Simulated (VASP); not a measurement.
# What goes wrong when the modes of C (Graphite) are computed with a bad input

Aim: see how common mistakes in a phonon run show up, on C (Graphite). The starting structure is a measured crystal structure from the Crystallography Open Database.

Program: VASP 6.6.1. Level of theory: Kohn-Sham DFT with plane waves and PAW; LDA. Results are calculated unless marked as measured.

## Step 1: Starting point

The structure is hexagonal, space group P6_3/mmc (No. 194). Conventional cell: a = 2.464 Å, b = 2.464 Å, c = 6.711 Å, α = 90.00°, β = 90.00°, γ = 120.00°. Nearest to C lie 3 C at 1.42 Å. C has 3 C at 1.42 Å nearest.

As a file:

```cif
data_structure
_symmetry_space_group_name_H-M 'P6_3/mmc'
_symmetry_Int_Tables_number 194
_cell_length_a 2.4640
_cell_length_b 2.4640
_cell_length_c 6.7110
_cell_angle_alpha 90.000
_cell_angle_beta 90.000
_cell_angle_gamma 120.000
_cell_volume 35.29
loop_
_atom_site_label
_atom_site_type_symbol
_atom_site_symmetry_multiplicity
_atom_site_Wyckoff_symbol
_atom_site_fract_x
_atom_site_fract_y
_atom_site_fract_z
_atom_site_occupancy
C1 C 2 c 0.66667 0.33333 0.75000 1
C2 C 2 b 0.00000 0.00000 0.75000 1
```

## Step 2: Reference modes

The cell comes from a relaxation at this level, not shown (34.31 Å³).

The input, INCAR:

```
SYSTEM = C
PREC = Accurate
ENCUT = 520
EDIFF = 1E-08
NELM = 100
ISMEAR = 0
SIGMA = 0.03
LREAL = .FALSE.
ALGO = Normal
GGA = CA
NBANDS = 14
LORBIT = 11
LWAVE = .FALSE.
LCHARG = .FALSE.
KPAR = 8
IBRION = 8
LEPSILON = .TRUE.
LPEAD = .TRUE.
ISIF = 2
```

The input, POSCAR:

```
C
1.0
    2.4472481902      0.0000000000      0.0000000000
   -1.2236240951      2.1193791021      0.0000000000
    0.0000000000      0.0000000000      6.6142279997
C
4
Direct
    0.6666666667      0.3333333333      0.7500000000
    0.3333333333      0.6666666667      0.2500000000
    0.0000000000      0.0000000000      0.7500000000
    0.0000000000      0.0000000000      0.2500000000
```

The input, KPOINTS:

```
Automatic mesh
0
Gamma
14 14 6
0 0 0
```

Potentials, in the order of the species: C (LDA family, release 64).

The run is started by

```
$ mpirun -np 8 vasp_std
```

Output:

```text
[banner, memory and clock lines left out]
running    8 mpi-ranks, on    1 nodes
 distrk:  each k-point on    1 cores,    8 groups
 distr:  one band on    1 cores,    1 groups

 POSCAR found type information on POSCAR C
 POSCAR found :  1 types and       4 ions
|                                                                             |
|           W    W    AA    RRRRR   N    N  II  N    N   GGGG   !!!           |
|           W    W   A  A   R    R  NN   N  II  NN   N  G    G  !!!           |
|           W    W  A    A  R    R  N N  N  II  N N  N  G       !!!           |
|           W WW W  AAAAAA  RRRRR   N  N N  II  N  N N  G  GGG   !            |
|           WW  WW  A    A  R   R   N   NN  II  N   NN  G    G                |
|           W    W  A    A  R    R  N    N  II  N    N   GGGG   !!!           |
|                                                                             |
|     For optimal performance we recommend to set                             |
|       NCORE = 2 up to number-of-cores-per-socket                            |
|     NCORE specifies how many cores store one orbital (NPAR=cpu/NCORE).      |
|     This setting can greatly improve the performance of VASP for DFT.       |
|     The default, NCORE=1 might be grossly inefficient on modern             |
|     multi-core architectures or massively parallel machines. Do your        |
|     Unfortunately you need to use the default for GW and RPA                |
|     calculations (for HF NCORE is supported but not extensively tested      |
|     yet).                                                                   |
|                                                                             |

 LDA part: xc-table for (Slater(with rela. corr.)+CA(PZ))
 , standard interpolation
 POSCAR, INCAR and KPOINTS ok, starting setup
 FFT: planning ... GRIDC
 FFT: planning ... GRID_SOFT
 FFT: planning ... GRID
 WAVECAR not read
 entering main loop
       N       E                     dE             d eps       ncg     rms          rms(c)
DAV:   1     0.353720217093E+02    0.35372E+02   -0.81691E+03  2696   0.106E+03
DAV:   2    -0.401024464995E+02   -0.75474E+02   -0.68868E+02  3696   0.209E+02
DAV:   3    -0.432795556460E+02   -0.31771E+01   -0.31561E+01  3582   0.408E+01
DAV:   4    -0.433132967340E+02   -0.33741E-01   -0.33731E-01  3276   0.509E+00
DAV:   5    -0.433139637984E+02   -0.66706E-03   -0.66661E-03  3606   0.673E-01    0.941E+00
DAV:   6    -0.411207302006E+02    0.21932E+01   -0.18334E+00  3114   0.891E+00    0.534E+00
DAV:   7    -0.404490795932E+02    0.67165E+00   -0.19792E+00  3138   0.945E+00    0.147E+00
DAV:   8    -0.404515287325E+02   -0.24491E-02   -0.90753E-02  3180   0.198E+00    0.339E-01
DAV:   9    -0.404496769283E+02    0.18518E-02   -0.36588E-03  3450   0.439E-01    0.100E-01
DAV:  10    -0.404496509665E+02    0.25962E-04   -0.37254E-04  3272   0.140E-01    0.379E-02
DAV:  11    -0.404496494302E+02    0.15363E-05   -0.12915E-05  3294   0.275E-02    0.105E-02
DAV:  12    -0.404496492911E+02    0.13915E-06   -0.47885E-07  3532   0.536E-03    0.175E-03
DAV:  13    -0.404496493456E+02   -0.54500E-07   -0.59460E-08  3204   0.201E-03    0.118E-03
DAV:  14    -0.404496493406E+02    0.49731E-08   -0.23749E-08  2924   0.110E-03
   1 F= -.40449649E+02 E0= -.40449649E+02  d E =-.133738E-16
 Linear response reoptimize wavefunctions to high precision
DAV:   1    -0.404496493394E+02    0.12060E-08   -0.16665E-09  2716   0.331E-04
DAV:   2    -0.404496493394E+02   -0.23874E-10   -0.70590E-11  2088   0.755E-05
 Linear response to external field (no local field effect), progress :
  Direction:   1
       N       E                     dE             d eps       ncg     rms          rms(c)
RMM:   1    -0.901431708044E+03   -0.90143E+03   -0.81472E+03  2369   0.107E+01
RMM:   2    -0.940667335163E+03   -0.39236E+02   -0.14314E+00  2304   0.110E+00
RMM:   3    -0.940676334875E+03   -0.89997E-02   -0.78952E-03  2305   0.939E-02
RMM:   4    -0.940676409787E+03   -0.74912E-04   -0.62019E-05  2300   0.112E-02
RMM:   5    -0.940676411124E+03   -0.13378E-05    0.27177E-07  2247   0.192E-03
RMM:   6    -0.940676411889E+03   -0.76420E-06    0.95644E-06  1602   0.429E-04
RMM:   7    -0.940676411555E+03    0.33363E-06   -0.13822E-04   647   0.286E-04
RMM:   8    -0.940676411497E+03    0.58311E-07   -0.11828E-06   511   0.273E-04
RMM:   9    -0.940676411500E+03   -0.37980E-08   -0.24155E-06   518   0.271E-04
RMM:  10    -0.940676411501E+03   -0.19963E-09   -0.21036E-06   531   0.271E-04
 change of polarisation eV/A/(eV/A) component  1 :  1881.353 -3227.183    -1.552
 dielectric tensor                  component  1 :  9924.625-17022.517    -8.188
 Linear response to external field (no local field effect), progress :
  Direction:   2
       N       E                     dE             d eps       ncg     rms          rms(c)
RMM:   1    -0.266018251954E+04   -0.26602E+04   -0.24036E+04  2336   0.163E+01
RMM:   2    -0.277780815603E+04   -0.11763E+03   -0.42838E+00  2304   0.164E+00
RMM:   3    -0.277783511438E+04   -0.26958E-01   -0.24548E-02  2305   0.137E-01
RMM:   4    -0.277783535793E+04   -0.24355E-03   -0.21172E-04  2301   0.155E-02
RMM:   5    -0.277783536140E+04   -0.34735E-05   -0.55079E-06  2251   0.234E-03
RMM:   6    -0.277783536246E+04   -0.10578E-05   -0.17076E-05  1502   0.440E-04
[...]
RMM:   4    -0.252750837648E+00    0.77456E-03   -0.15928E-02  5360   0.705E-01    0.109E-01
RMM:   5    -0.256341124086E+00   -0.35903E-02   -0.29439E-04  4629   0.119E-01    0.670E-03
RMM:   6    -0.256324777351E+00    0.16347E-04   -0.59801E-06  4967   0.143E-02    0.331E-03
RMM:   7    -0.256401426211E+00   -0.76649E-04   -0.32953E-07  4844   0.428E-03    0.716E-04
RMM:   8    -0.256407727241E+00   -0.63010E-05   -0.28909E-08  5145   0.122E-03    0.547E-05
RMM:   9    -0.256407730617E+00   -0.33761E-08   -0.28167E-08  4746   0.233E-04    0.230E-05
 change of polarisation eV/A/(eV/A) component  3 :    -1.551     2.467     0.488
 dielectric tensor                  component  3 :    -8.182    13.014     3.575
 Linear response DOF=           4
 Linear response progress:
  Degree of freedom:   1/  4
       N       E                     dE             d eps       ncg     rms          rms(c)
RMM:   1    -0.132610680009E+00   -0.13261E+00   -0.17657E-02 25877   0.230E+00
RMM:   2    -0.117271432948E+00    0.15339E-01   -0.20630E-03 18424   0.502E-01    0.245E-01
RMM:   3    -0.117325965613E+00   -0.54533E-04    0.88609E-05 18097   0.185E-01    0.132E-01
RMM:   4    -0.118306554923E+00   -0.98059E-03   -0.17750E-05 17174   0.184E-01    0.147E-02
RMM:   5    -0.118323120748E+00   -0.16566E-04   -0.52654E-05 19949   0.266E-02    0.173E-03
RMM:   6    -0.118322878973E+00    0.24177E-06    0.98428E-07 20341   0.324E-03    0.627E-04
RMM:   7    -0.118317083317E+00    0.57957E-05    0.11914E-05 20280   0.938E-04    0.179E-04
RMM:   8    -0.118318756969E+00   -0.16737E-05    0.63377E-06 20675   0.378E-04    0.243E-05
RMM:   9    -0.118318854975E+00   -0.98007E-07    0.12547E-06 21353   0.178E-04    0.635E-06
RMM:  10    -0.118318946867E+00   -0.91891E-07    0.91269E-07 21072   0.137E-04    0.226E-06
RMM:  11    -0.118318950129E+00   -0.32623E-08   -0.11890E-07 20737   0.126E-04    0.651E-07
RMM:  12    -0.118318949406E+00    0.72268E-09   -0.14211E-07 17696   0.122E-04    0.896E-08
 first order change of Fermi-energy  -0.50025E-01
 force on displaced ion       1 direction 1 : -56.768   0.003   0.000
 Born effective charge ion    1 direction 1 :   0.757   2.356   0.000
 Linear response progress:
  Degree of freedom:   2/  4
       N       E                     dE             d eps       ncg     rms          rms(c)
RMM:   1    -0.137222298332E+00   -0.13722E+00    0.62977E-02  6658   0.204E+00
RMM:   2    -0.137622601247E+00   -0.40030E-03   -0.15500E-03  5509   0.271E-01    0.198E-01
RMM:   3    -0.137403372359E+00    0.21923E-03   -0.59013E-04  5232   0.152E-01    0.101E-01
RMM:   4    -0.137668635983E+00   -0.26526E-03   -0.27592E-04  5590   0.105E-01    0.226E-02
RMM:   5    -0.137574578906E+00    0.94057E-04   -0.17403E-05  6129   0.226E-02    0.288E-03
RMM:   6    -0.137567987746E+00    0.65912E-05   -0.25305E-07  6412   0.456E-03    0.916E-04
RMM:   7    -0.137555806162E+00    0.12182E-04   -0.21452E-07  5775   0.171E-03    0.227E-04
RMM:   8    -0.137555335487E+00    0.47067E-06   -0.11970E-07  6658   0.449E-04    0.390E-05
RMM:   9    -0.137555523943E+00   -0.18846E-06   -0.90841E-08  6606   0.168E-04    0.126E-05
RMM:  10    -0.137555562455E+00   -0.38512E-07   -0.16951E-08  6837   0.136E-04    0.159E-06
RMM:  11    -0.137555530687E+00    0.31767E-07   -0.52093E-08  6508   0.125E-04    0.578E-07
RMM:  12    -0.137555556776E+00   -0.26089E-07   -0.97442E-08  5489   0.123E-04    0.846E-08
 first order change of Fermi-energy   0.92371E-02
 force on displaced ion       1 direction 3 :  -0.000   0.000 -17.510
 Born effective charge ion    1 direction 3 :  -0.000   0.000  -0.077
 Linear response progress:
  Degree of freedom:   3/  4
       N       E                     dE             d eps       ncg     rms          rms(c)
RMM:   1    -0.132060079476E+00   -0.13206E+00   -0.12601E-02 25859   0.230E+00
RMM:   2    -0.117623104509E+00    0.14437E-01   -0.64833E-03 18408   0.504E-01    0.244E-01
RMM:   3    -0.117426267949E+00    0.19684E-03   -0.17237E-03 18153   0.184E-01    0.132E-01
RMM:   4    -0.118379730843E+00   -0.95346E-03   -0.16123E-03 17150   0.183E-01    0.146E-02
RMM:   5    -0.118229394008E+00    0.15034E-03    0.20876E-05 19984   0.264E-02    0.172E-03
RMM:   6    -0.118235967505E+00   -0.65735E-05    0.21329E-06 20364   0.319E-03    0.627E-04
RMM:   7    -0.118230687706E+00    0.52798E-05    0.82053E-06 20358   0.918E-04    0.177E-04
RMM:   8    -0.118232173470E+00   -0.14858E-05    0.36148E-06 20684   0.367E-04    0.241E-05
RMM:   9    -0.118231833198E+00    0.34027E-06    0.18127E-06 21337   0.166E-04    0.551E-06
RMM:  10    -0.118231864105E+00   -0.30907E-07    0.27714E-06 21147   0.124E-04    0.234E-06
RMM:  11    -0.118231884917E+00   -0.20812E-07    0.22098E-06 20685   0.115E-04    0.205E-07
RMM:  12    -0.118231823382E+00    0.61536E-07    0.18761E-06 17133   0.111E-04    0.123E-07
RMM:  13    -0.118231848752E+00   -0.25370E-07    0.11719E-06 14741   0.110E-04    0.559E-08
 first order change of Fermi-energy   0.45369E-01
 force on displaced ion       3 direction 1 : -56.848   0.004   0.000
 Born effective charge ion    3 direction 1 :  -0.771  -1.851   0.000
 Linear response progress:
  Degree of freedom:   4/  4
       N       E                     dE             d eps       ncg     rms          rms(c)
RMM:   1    -0.136633029708E+00   -0.13663E+00    0.64327E-02  6601   0.205E+00
RMM:   2    -0.136996878838E+00   -0.36385E-03   -0.14553E-03  5558   0.274E-01    0.199E-01
RMM:   3    -0.136796235476E+00    0.20064E-03   -0.54672E-04  5250   0.149E-01    0.103E-01
RMM:   4    -0.137050844425E+00   -0.25461E-03   -0.24679E-04  5593   0.103E-01    0.228E-02
RMM:   5    -0.136954966876E+00    0.95878E-04   -0.48067E-06  6091   0.225E-02    0.287E-03
RMM:   6    -0.136947653904E+00    0.73130E-05   -0.10164E-06  6392   0.429E-03    0.873E-04
RMM:   7    -0.136936381497E+00    0.11272E-04    0.84645E-08  5803   0.156E-03    0.225E-04
RMM:   8    -0.136935971754E+00    0.40974E-06    0.27193E-08  6658   0.435E-04    0.398E-05
RMM:   9    -0.136936215100E+00   -0.24335E-06   -0.75339E-08  6644   0.173E-04    0.109E-05
RMM:  10    -0.136936176277E+00    0.38823E-07   -0.76633E-08  6823   0.141E-04    0.158E-06
RMM:  11    -0.136936175460E+00    0.81724E-09    0.90238E-09  6400   0.132E-04    0.572E-07
 first order change of Fermi-energy   0.33443E-02
 force on displaced ion       3 direction 3 :   0.000   0.000 -17.382
 Born effective charge ion    3 direction 3 :   0.000   0.000   0.077
 Born effective charges drift removed
 Linear response finished
```

Run time: 4 min. Hardware: 8 MPI ranks of AMD EPYC 7R43, shared host; peak memory 4.2 GiB.

The logs omit lines about the potential files and the build; timing stands in the text.

(Continued in part 2 of 3.)

[Lines on the potential files, build, host, timing and source positions are cut from VASP's logs without a mark.]

[Logs are printed without paths, hosts, clocks, repeated set-up lines and the standing remarks that a program may print on its own settings, such as how far it seeks lower states.]

[Hosts, paths, dates, database ids (printed as entryN), source tags and the programs' standing remarks are cut or masked in the printed files.]
